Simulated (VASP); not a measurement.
Set up this calculation in VASP 6.6.1, as the native input.

| Quantity | Value |
| --- | --- |
| Task | relaxation of the atoms |
| Functional | PBE |
| Dispersion | D3(BJ) |
| Potentials or basis | VASP PAW PBE potentials, release 64 (Cl) |
| Cutoff | 520 eV |
| k mesh | 1 × 1 × 1 |
| Occupations | fermi-dirac, width 0.05 eV |
| Spin | no spin polarisation |
| Dipole correction | no |
| Further INCAR settings | LREAL = Auto; ALGO = Normal; EDIFF = 1e-06; IBRION = 2; EDIFFG = -0.3; NSW = 35 |

The structure of Cl lies in POSCAR:

```
Cl
1.0
    8.4343270000      0.0000000000      0.0000000000
    0.0000000000      8.4343270000      0.0000000000
    0.0000000000      0.0000000000      8.4343270000
Cl
16
Direct
    0.3221665000      0.7884148000      0.8024919000
    0.2356195000      0.7190924000      0.5908694000
    0.8817632000      0.3194189000      0.8188703000
    0.9023499000      0.3115350000      0.5809751000
    0.2717725000      0.4322784000      0.0316779000
    0.4590578000      0.5693519000      0.0883803000
    0.5031958000      0.2623586000      0.7854155000
    0.5678668000      0.0727376000      0.6552556000
    0.4976891000      0.8803099000      0.3091080000
    0.5504024000      0.9289947000      0.0812239000
    0.2275452000      0.1462187000      0.2642071000
    0.0092929000      0.1456414000      0.1670183000
    0.8668157000      0.7609140000      0.6319302000
    0.8593082000      0.7686737000      0.3932599000
    0.6014954000      0.3185147000      0.3586371000
    0.7642009000      0.4372731000      0.2301714000
```

The cell was built by a generator and needn't be a form met in nature.

These files were run (other wordings do the same):

INCAR

```
ALGO = Normal
EDIFF = 1E-6
EDIFFG = -0.3
ENCUT = 520
GGA = PE
IBRION = 2
ISIF = 2
ISMEAR = -1
IVDW = 12
LASPH = T
LCHARG = F
LREAL = Auto
LWAVE = F
NELM = 100
NSW = 35
PREC = Accurate
SIGMA = 0.05
```

KPOINTS

```
k-points
0
Gamma
  1 1 1
```

Potentials or basis: VASP PAW PBE potentials, release 64 (Cl).

Command:

```bash
$ cat potpaw_PBE.64/Cl/POTCAR > POTCAR
$ mpirun -np 1 vasp_gam > vasp.out
```

Results of the run:

- Energy gained by relaxing: 51.8 meV/atom
- Ionic steps: 19
- Pressure after relaxing: 0.1 GPa
- Largest force after relaxing: 0.276 eV/Å
- Band gap on the k mesh: 2.20 eV, direct
- Dispersion energy per atom: -0.111 eV

Caveat: the relaxation stopped at a loose force limit of 0.3 eV/Å, so its end isn't a converged minimum.

It took 7.2 min on 1 thread of Intel(R) Xeon(R) 6975P-C (Granite Rapids), with other jobs on the host, peak memory 0.57 GiB.
